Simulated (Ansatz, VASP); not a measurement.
Ni in VASP and in Ansatz

```
Ni
1.0
     0.00000    1.77176    1.77176
     1.77176    0.00000    1.77176
     1.77176    1.77176    0.00000
Ni
1
Direct
  0.00000 0.00000 0.00000
```

Alike in both runs: task relaxation of cell and atoms; functional PBE; k mesh 18 × 18 × 18; occupations fermi-dirac, width 0.08 eV; collinear spin.

|  | VASP | Ansatz |
| --- | --- | --- |
| version | VASP 6.6.1 | Ansatz 0.2.0 |
| potentials or method | VASP PAW PBE potentials, release 64 (Ni) | PAW with Ansatz's default frozen-core files, scalar-relativistic |
| plane-wave cutoff (eV) | 600 | 420 |
| valence electrons in the cell | 10 | 18 |

|  | VASP | Ansatz | Ansatz less VASP |
| --- | --- | --- | --- |
| net moment per atom (μB) | 0.62 | 0.62 | +0.009 |
| size of the moment on the site where the two differ most (μB) | 0.63 | 0.66 | +0.035 |
| relaxed volume (Å³/atom) | 10.89 | 10.90 | +0.007 |
| relaxed cell length with the largest relative difference (Å) | 2.488 | 2.488 | +0.0005 |
| energy change over the relaxation (meV/atom) | -3 | -3 | +0.2 |

Site moments also hang on the region over which each program counts them. The two sets of potentials don't hold the same shells in valence.
